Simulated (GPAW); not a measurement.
Runs of GPAW 26.7.0 on Sb. Symmetry: Im-3m, No. 229, cubic system. The conventional cell has a = 3.743 Å, b = 3.743 Å, c = 3.743 Å, α = 90.00°, β = 90.00°, γ = 90.00°. Sb (site symmetry m-3m) has 8 Sb at 3.24 Å as nearest neighbours. This isn't the form of Sb at room conditions, which is rhombohedral.

```tsv
task	level	potentials or basis	cell	gap on the mesh (eV)	pressure (GPa)	V0 of scaled cells (Å³/atom)	B0 (GPa)
single point	PBEsol	PAW data sets generated in the run's folder for this functional, pw	cell strained at random at fixed volume	none	-0.5	-	-
equation of state	PBEsol	PAW data sets generated in the run's folder for this functional, pw	as given	-	-	26.08	(c)
single point	PBE	GPAW PAW data sets (gpaw-data 1.2.1), pw	cell strained at random at fixed volume	none	2.6	-	-
equation of state	PBE	GPAW PAW data sets (gpaw-data 1.2.1), pw	as given	-	-	27.37	60
single point	PBE	GPAW PAW data sets (gpaw-data 1.2.1), pw	as given	none	2.8	-	-
equation of state	LDA	the program's PAW data sets (release 1.2.1) made for this functional, pw	as given	-	-	25.61	(a)
single point	PBEsol	PAW data sets generated in the run's folder for this functional, pw	as given	none	(b)	-	-
```

Alike in all rows: no spin polarisation; k mesh 10 × 10 × 10; cutoff (eV) 600; smearing fermi-dirac 0.05 eV.

Problem. Estimate the missing entries.

Solution. (a) 70; (b) -0.4; (c) 67.

A k mesh can miss the band edges, and the runs leave out spin-orbit coupling on Sb.

A gap of «none» marks a metal or a gap under the smearing width.
